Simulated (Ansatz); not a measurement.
Space group P-3m1 (No. 164). a = 3.175 Å, b = 3.175 Å, c = 5.807 Å, α = 90.00°, β = 90.00°, γ = 120.00°
```csv
atom,site,symmetry,x,y,z
Mo,1b,-3m.,0.0000,0.0000,0.5000
S,2d,3m.,0.3333,0.6667,0.2291
```

Equation of state of this MoS2 structure (not necessarily the ground state), with shape and atoms relaxed at each volume where symmetry leaves them free. It has no gap at any of these volumes. Theory: Ansatz 0.2.0, DFT PBE+D3(BJ), scalar-relativistic, plane waves, PAW.

Cutoff 420 eV; k points 18×18×8 on the computed 3-atom cell (Γ-centred); Gaussian smearing, width 0.10 eV; no spin polarisation.

| V (Å³/atom) | E − E(largest V) (meV/atom) | P (GPa) |
| --- | --- | --- |
| 14.867 | 37.17 | 10.28 |
| 15.374 | 10.49 | 6.66 |
| 15.881 | -5.94 | 3.80 |
| 16.388 | -14.39 | 1.59 |
| 16.895 | -16.73 | -0.01 |
| 17.402 | -14.60 | -1.27 |
| 17.908 | -9.49 | -1.97 |
| 18.584 | 0.00 | -2.53 |

Q: Fit a third-order Birch–Murnaghan equation to E(V).

A: V0 = 16.89 Å³/atom, B0 = 45 GPa, B0' = 10.1. B0' is unusual or poorly fixed by this range.

This form isn't the usual stable structure of the compound.